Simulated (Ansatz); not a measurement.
**Eigenvalues along a path: BP (rocksalt type)**

```
B P
1.0
     0.00000    1.75741    1.75741
     1.75741    0.00000    1.75741
     1.75741    1.75741    0.00000
B P
1 1
Direct
  0.00000 0.00000 0.00000
  0.50000 0.50000 0.50000
```

The cell comes from a relaxation on PAW files under the same functional, begun from a prototype that needn't be the stable phase.

All numbers are PBEsol results (scalar-relativistic) from Ansatz 0.2.0, with a Γ-centred 15×15×15 k mesh, Fermi–Dirac smearing of 0.1 eV, no spin polarisation. Methods: LAPW: all electrons, basis error target 1 meV/atom.

This run: volume at 0.55 of the series' base cell.

Path points, in fractions of the reciprocal vectors: Γ (0.000, 0.000, 0.000), X (0.500, 0.000, 0.500), U (0.625, 0.250, 0.625), K (0.375, 0.375, 0.750), L (0.500, 0.500, 0.500), W (0.500, 0.250, 0.750). The distance column jumps between branches of the path. Levels in eV from the Fermi level; bands 6 to 11, counted from the lowest band of the run. The gap is zero, the pressure 292.7 GPa.

```
# k(1/Å) point b6 b7 b8 b9 b10 b11
0.000 Γ -25.39 0.27 0.27 0.27 6.69 6.69
0.223 - -25.22 -0.53 -0.53 0.19 5.90 7.82
0.447 - -24.73 -2.10 -2.10 -0.07 4.27 5.89
0.670 - -23.92 -3.68 -3.68 -0.75 2.44 2.57
0.894 - -22.78 -5.05 -5.05 -2.86 0.60 1.07
1.117 - -21.33 -6.14 -6.14 -6.00 -0.14 0.05
1.341 - -19.58 -9.12 -6.93 -6.93 -1.02 -0.20
1.564 - -17.61 -11.95 -7.41 -7.41 -1.55 -0.33
1.788 X -16.15 -13.70 -7.56 -7.56 -1.73 -0.37
1.867 - -16.13 -13.68 -7.79 -7.55 -1.55 -0.26
1.946 - -16.06 -13.64 -8.38 -7.49 -1.20 0.14
2.025 - -15.96 -13.56 -9.18 -7.39 -0.93 0.93
2.104 - -15.81 -13.46 -10.07 -7.25 -0.73 2.00
2.183 - -15.62 -13.34 -10.97 -7.07 -0.54 3.22
2.262 - -15.39 -13.25 -11.82 -6.85 -0.34 4.54
2.341 - -15.12 -13.42 -12.37 -6.60 -0.11 5.92
2.420 U -14.80 -14.08 -12.37 -6.30 0.14 7.36
3.514 K -14.80 -14.08 -12.37 -6.30 0.14 7.36
3.751 - -16.57 -13.61 -11.53 -5.19 1.07 9.48
3.988 - -18.86 -12.05 -10.29 -3.75 2.29 7.35
4.225 - -20.83 -10.15 -8.78 -2.04 3.77 5.65
4.462 - -22.46 -7.93 -7.00 -0.28 4.62 5.51
4.699 - -23.74 -5.46 -5.01 0.73 5.04 7.45
4.936 - -24.65 -2.92 -2.86 0.66 7.24 7.49
5.173 - -25.20 -0.79 -0.70 0.39 6.90 6.90
5.410 Γ -25.39 0.27 0.27 0.27 6.69 6.69
5.604 - -25.27 -0.73 0.10 0.10 7.03 7.09
5.797 - -24.90 -2.98 -0.31 -0.31 7.58 8.06
5.991 - -24.29 -5.61 -0.75 -0.75 7.28 7.28
6.184 - -23.43 -8.29 -1.13 -1.13 5.69 5.69
6.378 - -22.34 -10.85 -1.38 -1.38 4.35 4.35
6.572 - -21.03 -13.25 -1.52 -1.52 3.32 3.32
6.765 - -19.53 -15.41 -1.56 -1.56 2.66 2.66
6.959 L -18.34 -16.82 -1.57 -1.57 2.43 2.43
7.117 - -18.25 -16.75 -2.21 -2.02 2.44 2.95
7.275 - -17.99 -16.55 -3.56 -3.22 2.57 3.95
7.433 - -17.55 -16.22 -5.10 -4.79 2.90 4.94
7.591 - -16.95 -15.75 -6.64 -6.49 3.43 5.84
7.749 - -16.18 -15.17 -8.19 -8.09 4.11 6.69
7.907 - -15.26 -14.50 -9.80 -9.40 4.90 7.53
8.065 - -14.23 -13.83 -11.26 -10.47 5.65 8.39
8.223 W -13.47 -13.47 -12.16 -10.95 6.02 9.06
8.334 - -14.09 -12.77 -12.31 -10.74 5.47 7.71
8.446 - -14.64 -12.62 -12.00 -10.29 4.40 5.83
8.558 - -15.10 -12.93 -11.17 -9.74 3.25 4.05
8.670 - -15.47 -13.20 -10.29 -9.15 2.16 2.39
8.781 - -15.77 -13.42 -9.39 -8.57 0.88 1.17
8.893 - -15.98 -13.57 -8.53 -8.06 -0.42 0.37
9.005 - -16.11 -13.67 -7.84 -7.70 -1.36 -0.17
9.116 X -16.15 -13.70 -7.56 -7.56 -1.73 -0.37
```
